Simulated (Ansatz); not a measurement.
# KCl: pressure as volume per atom varies

All results are calculated (Ansatz 0.2.0). Density functional stress and forces at fixed atoms, pressure and stress positive in compression, spin-unpolarised plane waves.

Cell of the first row (space group Fm-3m, No. 225):
```
cell vectors (Å)
   0.0000     3.0093     3.0093
   3.0093     0.0000     3.0093
   3.0093     3.0093     0.0000
atoms (fractions of the cell vectors)
K   0.00000  0.00000  0.00000
Cl  0.50000  0.50000  0.50000
```

Settings of every row: periodic directions 3; functional PBE; spin orbit no; potentials PAW; wave cutoff 420 eV; k mesh 8x8x8; smearing width 0.02 eV.

| row | volume per atom (Å³) | pressure (GPa) |
| --- | --- | --- |
| 1 | 27.252 | 4.37 |
| 2 | 30.069 | 1.51 |
| 3 | 30.639 | 1.1 |
| 4 | 30.814 | 0.98 |
| 5 | 31.103 | 0.79 |
| 6 | 33.967 | ? |
| 7 | 34.674 | -0.91 |
| 8 | 37.023 | -1.55 |

Question: what pressure should row 6 give?

Worked fit of pressure. Take u = (V_r/V)^(2/3) − 1 with V_r = 30.814 Å³ an atom, which is twice the finite (Eulerian) strain; such expansions in the strain, on which the Birch-Murnaghan equation of state is built, carry the rest volume and the bulk modulus. The shown rows have u = 0.08534, 0.01645, 0.0038, 0, -0.0062, -0.07566, -0.11519. Least squares give pressure = 0.98 + 32.056 × u + 88.78 × u² GPa; a straight line predicts inner rows, each left out in turn, worse (root mean square 0.3 against 0.022 GPa). The rows lie off it by 0.01, -0.02, 0.00, 0.00, 0.01, 0.03, -0.02. The pressure vanishes at u = -0.0337, or V = 32.44 Å³ an atom, and there the bulk modulus with atoms relaxed is B = −V dP/dV = (2/3)(1 + u) dP/du = 16.8 GPa. The withheld row has u = -0.06288, so the fit gives 0.98 + 32.056 × (-0.06288) + 88.78 × (-0.06288)² = -0.68 GPa.

The calculation gave -0.65 GPa. The fit lies 0.03 GPa (4.6 % of the value, 0.51 % of the column's range) below it; its largest miss of a shown row is 0.03 GPa.
